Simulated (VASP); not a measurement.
# MgSn2N2 (P1) in VASP: relaxation of cell and atoms with PBE

Aim: the relaxation of cell and atoms of MgSn2N2 with PBE.

All numbers are computed with VASP 6.6.1; they aren't measurements. Logs are shortened: lines on timing, memory, paths and dates and some standing lists are left out, and cuts for length are marked.

### 1 The structure

The typed cell holds 10 atoms: a = 3.289 Å, b = 6.446 Å, c = 9.115 Å, α = 90.19°, β = 90.51°, γ = 120.36°.

The cell was built by a generator and needn't be a form met in nature.

### 2 Relaxation of cell and atoms, PBE

File INCAR:

```
PREC     = Normal         # precision mode
ENCUT    = 520            # plane-wave cutoff, eV
EDIFF    = 1E-5           # SCF threshold, eV
ISMEAR   = 0              # smearing method
SIGMA    = 0.05           # smearing width, eV
LREAL    = Auto         
LASPH    = True           # aspherical terms in the spheres
NELM     = 80             # most SCF steps
ALGO     = Fast           # electronic algorithm
ISIF     = 3              # what is computed and relaxed
LWAVE    = False          # write WAVECAR
LCHARG   = False          # write CHGCAR
GGA      = PE             # functional
IBRION   = 2              # ionic algorithm
NSW      = 110            # ionic steps
EDIFFG   = -0.03          # ionic threshold
ISYM     = 0            
KPAR     = 4
```

File KPOINTS:

```
Automatic mesh
0
Gamma
  6 6 2
```

File POSCAR:

```
MgSn2N2
1.0
    3.2887379400      0.0088298500     -0.0146414000
   -3.2734441800      5.5533989900     -0.0107852200
   -0.0407602600     -0.0408679000      9.1149254100
Mg Sn N
2 4 4
Direct
    0.9980165000      0.9965714400      0.9955130800
    0.9946734300      0.5082563300      0.9974448500
    0.6714530900      0.1730399200      0.2903150300
    0.6709257400      0.6632171800      0.2879904700
    0.3074825300      0.3227334700      0.7081719300
    0.3529918800      0.8438720100      0.7058443400
    0.6527852100      0.1657754900      0.8429034100
    0.6774007500      0.6529930200      0.8525890000
    0.3268732300      0.3408037800      0.1434133100
    0.3052021200      0.8114318300      0.1391813300
```

Potentials or basis: VASP PAW PBE potentials, release 64 (Mg, Sn_d, N).

On the command line:

```sh
$ cat potpaw_PBE.64/Mg/POTCAR potpaw_PBE.64/Sn_d/POTCAR potpaw_PBE.64/N/POTCAR > POTCAR
$ mpirun -np 4 vasp_std > vasp.out
```

OUTCAR:

```text
PREC = Normal
   ENCUT = 520
   EDIFF = 1E-5
   ISMEAR = 0
   LREAL = Auto
   LASPH = True
   NELM = 80
   ISIF = 3
   GGA = PE
   IBRION = 2
   NSW = 110
   EDIFFG = -0.03
   ISYM = 0

 ion  position               nearest neighbor table
   1  0.998  0.997  0.996-   8 2.30  10 2.32   9 2.33   7 2.33  10 2.38   7 2.38   2 3.14   6 3.20
                             5 3.20   2 3.21   6 3.24   4 3.26   2 3.27   3 3.28   2 3.30   3 3.31
   2  0.995  0.508  0.997-  10 2.12   8 2.16   9 2.30   9 2.33   7 2.36   8 2.37   1 3.14   4 3.20
                             1 3.21   4 3.25   5 3.26   6 3.26   3 3.27   1 3.27   5 3.27   1 3.30
   3  0.671  0.173  0.290-   9 2.31   9 2.34  10 2.43   4 3.16   4 3.21   2 3.27   4 3.27   1 3.28
                             4 3.29   1 3.31
   4  0.671  0.663  0.288-   9 2.22  10 2.27  10 2.31   3 3.16   2 3.20   3 3.21   2 3.25   1 3.26
                             3 3.27   3 3.29
   5  0.307  0.323  0.708-   7 2.23   7 2.24   8 2.25   6 3.10   6 3.17   1 3.20   2 3.26   2 3.27
                             6 3.29   6 3.38
   6  0.353  0.844  0.706-   7 2.18   8 2.35   8 2.40   5 3.10   5 3.17   1 3.20   1 3.24   2 3.26
                             5 3.29   5 3.38
   7  0.653  0.166  0.843-   6 2.18   5 2.23   5 2.24   1 2.33   2 2.36   1 2.38
   8  0.677  0.653  0.853-   2 2.16   5 2.25   1 2.30   6 2.35   2 2.37   6 2.40
   9  0.327  0.341  0.143-   4 2.22   2 2.30   3 2.31   2 2.33   1 2.33   3 2.34
  10  0.305  0.811  0.139-   2 2.12   4 2.27   4 2.31   1 2.32   1 2.38   3 2.43

IMPORTANT INFORMATION: All symmetrisations will be switched off!
NOSYMM: (Re-)initialisation of all symmetry stuff for point group C_1.

----------------------------------------------------------------------------------------

                                     Primitive cell

  volume of cell :     166.7288

  direct lattice vectors                    reciprocal lattice vectors
     3.288737940  0.008829850 -0.014641400     0.303597143  0.178959156  0.002160016
    -3.273444180  5.553398990 -0.010785220    -0.000479132  0.179789038  0.000803964
    -0.040760260 -0.040867900  9.114925410     0.000487104  0.000500199  0.109714589

  length of vectors
     3.288782385  6.446378321  9.115108162     0.352423425  0.179791474  0.109716811

  position of ions in fractional coordinates (direct lattice)
     0.998016500  0.996571440  0.995513080
     0.994673430  0.508256330  0.997444850
     0.671453090  0.173039920  0.290315030
     0.670925740  0.663217180  0.287990470
     0.307482530  0.322733470  0.708171930
     0.352991880  0.843872010  0.705844340
     0.652785210  0.165775490  0.842903410
     0.677400750  0.652993020  0.852589000
     0.326873230  0.340803780  0.143413310
     0.305202120  0.811431830  0.139181330

  ion indices of the primitive-cell ions
   primitive index   ion index
                 1           1
                 2           2
                 3           3
                 4           4
                 5           5
                 6           6
                 7           7
                 8           8
                 9           9
                10          10

----------------------------------------------------------------------------------------

 KPOINTS: Automatic mesh

Automatic generation of k-mesh.
 Grid dimensions read from file:
 generate k-points for:    6    6    2

 Generating k-lattice:

  Cartesian coordinates                     Fractional coordinates (reciprocal lattice)
     0.050599524  0.029826526  0.000360003     0.166666667 -0.000000000 -0.000000000
    -0.000079855  0.029964840  0.000133994    -0.000000000  0.166666667  0.000000000
     0.000243552  0.000250100  0.054857295     0.000000000 -0.000000000  0.500000000

  Length of vectors
     0.058737238  0.029965246  0.054858405

  Shift w.r.t. Gamma in fractional coordinates (k-lattice)
     0.000000000  0.000000000  0.000000000

 Subroutine IBZKPT returns following result:
 ===========================================

 Found     40 irreducible k-points:

 Following reciprocal coordinates:
            Coordinates               Weight
  0.000000  0.000000  0.000000      1.000000
  0.166667 -0.000000  0.000000      2.000000
  0.333333 -0.000000  0.000000      2.000000
  0.500000 -0.000000  0.000000      1.000000
 -0.000000  0.166667  0.000000      2.000000
  0.166667  0.166667  0.000000      2.000000
[... 16 lines left out ...]
  0.333333  0.000000  0.500000      2.000000
  0.500000  0.000000  0.500000      1.000000
 [... further k-points ...]
   k-points           NKPTS =     40   k-points in BZ     NKDIM =     40   number of bands    NBANDS=     48
   number of dos      NEDOS =    301   number of ions     NIONS =     10
   total plane-waves  NPLWV =  34992
   dimension x,y,z NGX =    18 NGY =   36 NGZ =   54
   dimension x,y,z NGXF=    36 NGYF=   72 NGZF=  108
   ions per type =               2   4   4
   NGX,Y,Z   is equivalent  to a cutoff of   9.10,  9.28,  9.85 a.u.
   NGXF,Y,Z  is equivalent  to a cutoff of  18.20, 18.57, 19.70 a.u.
 SYSTEM =  unknown system
   PREC   = normal    normal or accurate (medium, high low for compatibility)
   ISTART =      0    job   : 0-new  1-cont  2-samecut
   ICHARG =      2    charge: 1-file 2-atom 10-const
   ISPIN  =      1    spin polarized calculation?
   LNONCOLLINEAR =      F non collinear calculations
   LSORBIT =      F    spin-orbit coupling
   LASPH  =      T    aspherical Exc in radial PAW
   ENCUT  =  520.0 eV  38.22 Ry    6.18 a.u.   6.11 11.99 16.95*2*pi/ulx,y,z
   NELM   =     80;   NELMIN=  2; NELMDL= -5     # of ELM steps
   EDIFF  = 0.1E-04   stopping-criterion for ELM
   LREAL  =      T    real-space projection
   EDIFFG = -.3E-01   stopping-criterion for IOM
   NSW    =    110    number of steps for IOM
   IBRION =      2    ionic relax: 0-MD 1-quasi-New 2-CG
   NFREE  =      1    steps in history (QN), initial steepest desc. (CG)
   ISIF   =      3    stress and relaxation
   ISYM   =      0    0-nonsym 1-usesym 2-fastsym
   POTIM  = 0.5000    time-step for ionic-motion
   TEBEG  =    0.0;   TEEND  =   0.0 temperature during run
   PSTRESS=    0.0 pullay stress
   NELECT =      80.0000    total number of electrons
   NUPDOWN=      -1.0000    fix difference up-down
   EMIN   =  10.00;   EMAX   =-10.00  energy-range for DOS
   EFERMI =   0.00;   METHOD = LEGACY
   ISMEAR =     0;   SIGMA  =   0.05  broadening in eV -4-tet -1-fermi 0-gaus
   EFERMI_NEDOS =   21; number of points for ismear=-14 and -15
   IALGO  =     68    algorithm
   IMIX   =      4    mixing-type and parameters
     AMIX     =   0.40;   BMIX     =  1.00
     AMIX_MAG =   1.60;   BMIX_MAG =  1.00
  volume/ion in A,a.u.               =      16.67       112.51
  Fermi-wavevector in a.u.,A,eV,Ry     =   1.281646  2.421959 22.349143  1.642616
  Thomas-Fermi vector in A             =   2.414003
   LORBIT       =      0    0 simple, 1 ext, 2 COOP (PROOUT), +10 PAW based schemes
   GGA     = PE    functional components
   LHFCALC =     F    Hartree Fock is set to
   AEXX    =    0.0000 exact exchange contribution
   IVDW    =     0    specifies the selected vdW correction
   LEPSILON=     F    determine dielectric tensor
   LRPA    =     F    only Hartree local field effects (RPA)
 conjugate gradient relaxation of ions
 non-spin polarized calculation
 RMM-DIIS sequential band-by-band and
 Gauss-broadening in eV      SIGMA  =   0.05
  energy-cutoff  :      520.00
  volume of cell :      166.73
 maximum number of plane-waves:      4516
   NGX = 13   NGY = 23   NGZ = 33

--------------------------------------- Ionic step        1  -------------------------------------------

 number of electron      79.9999986 magnetization

 Free energy of the ion-electron system (eV)
  ---------------------------------------------------
  ext. energy  EPLUGINS =         0.00000000
  ---------------------------------------------------
  free energy    TOTEN  =       -52.66879956 eV

  energy without entropy =      -52.66879956  energy(sigma->0) =      -52.66879956

------------------------ aborting loop because EDIFF is reached ----------------------------------------

  FORCE on cell =-STRESS in cart. coord.  units (eV):
  Direction    XX          YY          ZZ          XY          YZ          ZX
  --------------------------------------------------------------------------------------
  -------------------------------------------------------------------------------------
  Total       -0.6750280      2.8726804     -1.2283308     -0.2402547      0.6560166      0.1567495
  in kB       -6.4866705     27.6049747    -11.8036249     -2.3087237      6.3039807      1.5062818
  external PRESSURE =       3.1048931 kB  Pullay stress =       0.0000000 kB
[... 113 lines left out ...]
  FREE ENERGIE OF THE ION-ELECTRON SYSTEM (eV)
  ---------------------------------------------------
  free  energy   TOTEN  =       -52.9524561451 eV

  energy  without entropy=      -52.9524561451  energy(sigma->0) =      -52.95245615

[... ionic steps 4 to 11 ...]

--------------------------------------- Ionic step       12  -------------------------------------------

 number of electron      79.9999985 magnetization

------------------------ aborting loop because EDIFF is reached ----------------------------------------

  FORCE on cell =-STRESS in cart. coord.  units (eV):
  Direction    XX          YY          ZZ          XY          YZ          ZX
  --------------------------------------------------------------------------------------
  -------------------------------------------------------------------------------------
  Total       -0.0936548      0.0432954     -0.1298259      0.0017239      0.0051548      0.0084824
  in kB       -0.9070561      0.4193199     -1.2573770      0.0166958      0.0499251      0.0821528
  external PRESSURE =      -0.5817044 kB  Pullay stress =       0.0000000 kB
[... 73 lines left out ...]
  energy  without entropy=      -53.0009770682  energy(sigma->0) =      -53.00097707

--------------------------------------- Ionic step       14  -------------------------------------------

 number of electron      79.9999983 magnetization

 Free energy of the ion-electron system (eV)
  ---------------------------------------------------
  ext. energy  EPLUGINS =         0.00000000
  ---------------------------------------------------
  free energy    TOTEN  =       -53.00134297 eV

  energy without entropy =      -53.00134297  energy(sigma->0) =      -53.00134297

 E-fermi :   6.7205     XC(G=0): -10.4057

 val. band max:        6.4305116613   @ k =  -0.0000   0.1667   0.0000
 cond. band min:       7.2526587708   @ k =  -0.3333   0.3333  -0.0000
 fundamental gap:      0.8221471096
 Fermi energy:         6.7204633470

 k-point     1 :       0.0000    0.0000    0.0000
  band No.  band energies     occupation
      1     -14.6568      2.00000
      2     -14.6523      2.00000
      3     -14.5458      2.00000
      4     -14.5446      2.00000
      5     -14.5410      2.00000
      6     -14.5399      2.00000
[... 1213 lines left out ...]
     47      12.5253      0.00000
     48      12.5289      0.00000

 [... further k-points ...]

------------------------ aborting loop because EDIFF is reached ----------------------------------------

  FORCE on cell =-STRESS in cart. coord.  units (eV):
  Direction    XX          YY          ZZ          XY          YZ          ZX
  --------------------------------------------------------------------------------------
  -------------------------------------------------------------------------------------
  Total       -0.1318192     -0.0770922     -0.1881301      0.0233431      0.0096327     -0.0265298
  in kB       -1.2767291     -0.7466726     -1.8221257      0.2260881      0.0932971     -0.2569531
  external PRESSURE =      -1.2818425 kB  Pullay stress =       0.0000000 kB
[... 25 lines left out ...]
  FREE ENERGIE OF THE ION-ELECTRON SYSTEM (eV)
  ---------------------------------------------------
  free  energy   TOTEN  =       -53.0013429711 eV

  energy  without entropy=      -53.0013429711  energy(sigma->0) =      -53.00134297

 reached required accuracy - stopping structural energy minimisation
```

Run time: 7.4 min. Hardware: 4 MPI ranks of Intel Xeon Platinum 8259CL at 2.50GHz (Skylake/Cascade Lake), shared host; peak memory 0.33 GiB.

What came out:

* Free energy: -53.0013 eV
* Relaxed volume: 16.54 Å³/atom
* Relaxed cell: a = 3.256 Å, b = 6.509 Å, c = 9.017 Å, α = 90.08°, β = 89.98°, γ = 120.04°
* Space group after relaxing (to 0.05 Å): P-3m1 (No. 164)
* Energy gained by relaxing: 33.3 meV/atom
* Ionic steps: 14
* Pressure after relaxing: -0.1 GPa
* Largest force after relaxing: 0.025 eV/Å
* Band gap on the k mesh: 0.82 eV

Forces in eV/Å, atoms in the order of the input:
```
Mg  -0.002  0.003  0.003
Mg   0.002  0.005  0.001
Sn   0.007 -0.012 -0.003
Sn   0.007  0.009  0.003
Sn  -0.023 -0.010 -0.005
Sn   0.008  0.017 -0.012
N    0.005 -0.014 -0.002
N   -0.003  0.008  0.014
N    0.004 -0.012  0.009
N   -0.005  0.005 -0.009
```

Stress tensor (GPa, compression positive):
```
-0.13  0.02 -0.03
 0.02 -0.07  0.01
-0.03  0.01 -0.18
```

Step by step:
```tsv
step	energy change (eV)	largest force (eV/Å)	pressure (GPa)	volume (Å³)
1	0.0000	1.4038	0.31	166.73
2	-0.2755	0.4988	-0.79	167.49
3	-0.2837	0.3918	-0.92	167.64
4	-0.3148	0.2439	0.40	165.30
5	-0.3161	0.2327	0.75	164.74
6	-0.3247	0.1918	-0.33	165.66
7	-0.3255	0.1219	0.02	165.44
8	-0.3291	0.0896	-0.06	165.62
9	-0.3303	0.0734	-0.12	165.75
10	-0.3304	0.0753	-0.09	165.81
11	-0.3319	0.0399	-0.15	165.62
12	-0.3321	0.0578	-0.06	165.43
13	-0.3322	0.0453	0.01	165.48
14	-0.3325	0.0249	-0.13	165.42
```

Final structure:
```xyz
10
Lattice="3.2559 -0.0007 0.0007 -3.2571 5.6352 -0.0045 0.0017 -0.0063 9.0172" Properties=species:S:1:pos:R:3 pbc="T T T"
Mg   -0.0065    5.6144    8.9805
Mg    1.6207    2.7959    8.9829
Sn    1.6229    0.9318    2.5887
Sn   -0.0053    3.7478    2.5856
Sn   -0.0053    1.8591    6.3616
Sn   -1.6348    4.6752    6.3597
N     1.6205    0.9201    7.6673
N    -0.0075    3.7358    7.6641
N    -0.0073    1.8675    1.2809
N    -1.6342    4.6838    1.2809
```

Levels at points of the mesh, in eV from the valence-band top:
```
           k point  band 37  band 38  band 39  band 40  band 41  band 42  band 43  band 44
(0.00, 0.00, 0.00)    -0.95    -0.90    -0.89     0.00     0.86     1.44     1.55     3.19
(0.50, 0.00, 0.00)    -1.54    -1.53    -0.95    -0.95     0.86     0.86     1.56     1.56
(0.00, 0.50, 0.00)    -1.46    -1.45    -0.17    -0.17     3.33     3.33     3.78     3.79
(0.50, 0.50, 0.00)    -0.86    -0.86    -0.77    -0.76     1.95     1.95     2.60     2.60
(0.00, 0.00, 0.50)    -1.17    -1.00    -0.90    -0.89     0.93     1.97     2.30     3.05
(0.50, 0.00, 0.50)    -1.82    -1.81    -1.02    -1.02     0.95     0.95     1.97     1.97
(0.00, 0.50, 0.50)    -1.07    -1.07    -0.69    -0.68     3.19     3.19     3.84     3.84
(0.50, 0.50, 0.50)    -1.38    -1.37    -0.10    -0.10     2.13     2.13     2.30     2.30
```

Caveat: spin-orbit coupling is left out, which moves the levels of the heavy elements.
